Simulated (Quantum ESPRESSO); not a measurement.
## PbO (Litharge) in Quantum ESPRESSO: the effect of functional

Crystal: PbO (Litharge).

```
Pb O
1.0
     3.99000    0.00000    0.00000
     0.00000    3.99000    0.00000
     0.00000    0.00000    5.01000
Pb O
2 2
Direct
  0.50000 0.00000 0.76000
  0.00000 0.50000 0.24000
  0.50000 0.50000 0.00000
  0.00000 0.00000 0.00000
```

Alike in all runs:

* Program: Quantum ESPRESSO 7.5
* Task: dielectric tensor
* Cutoff: 612 eV
* Density cutoff: 4898 eV
* k mesh: 6 × 6 × 4, shifted
* Occupations: fermi-dirac, width 0.05 eV
* Spin: no spin polarisation

```csv
functional,potentials or basis,pressure (GPa),largest force (eV/Å),dielectric constant (mean)
LDA,GBRV 1.5 LDA,?,?,?
PBEsol,GBRV 1.5 PBEsol,-1.2,0.36,6.76
WC,GBRV 1.5 PBE,-1.0,0.30,6.79
BLYP,GBRV 1.5 PBE,6.5,0.24,6.38
AM05,GBRV 1.5 PBE,-0.2,0.37,6.66
```

Problem. What does the run with functional LDA give?

Solution. Pressure -3.9 GPa; largest force 0.62 eV/Å; dielectric constant 6.71 mean.

Caveats: the potentials were made for another functional, which shifts forces and pressure (some runs); the cell is more than 3 GPa from zero pressure, which shifts response properties (some runs).

Runs at the PBE level aren't shown here.
